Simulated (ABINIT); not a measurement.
The system is Se.

```
Se
1.0
     4.36620    0.00000    0.00000
    -2.18310    3.78124    0.00000
     0.00000    0.00000    4.95360
Se
3
Cartesian
  1.6910 2.9289 0.0000
  -0.4921 0.8523 3.3024
  0.9841 0.0000 1.6512
```

Base run:

- Program: ABINIT 10.8.3 (patched build)
- Functional: SOGGA
- Potentials or basis: JTH PAW PBE v2.0
- Cutoff: 408 eV
- k mesh: 7 × 7 × 6
- Occupations: fermi-dirac, width 0.05 eV
- Spin: no spin polarisation

Its results: band gap on the k mesh 1.12 eV, indirect (least direct gap 1.45 eV); pressure -0.6 GPa; largest force 0.253 eV/Å.

The run is repeated on the same cell with these changes: functional from SOGGA to RPBE. What comes out?

Band gap on the k mesh 1.28 eV, indirect (least direct gap 1.53 eV); pressure 4.4 GPa; largest force 0.403 eV/Å.

RPBE binds less tightly than SOGGA, so the same cell stands under more pressure.

Caveats: the PAW data sets were made with another functional, which shifts forces and pressure a little; the mesh misses the band edges, which the band path finds closer together.
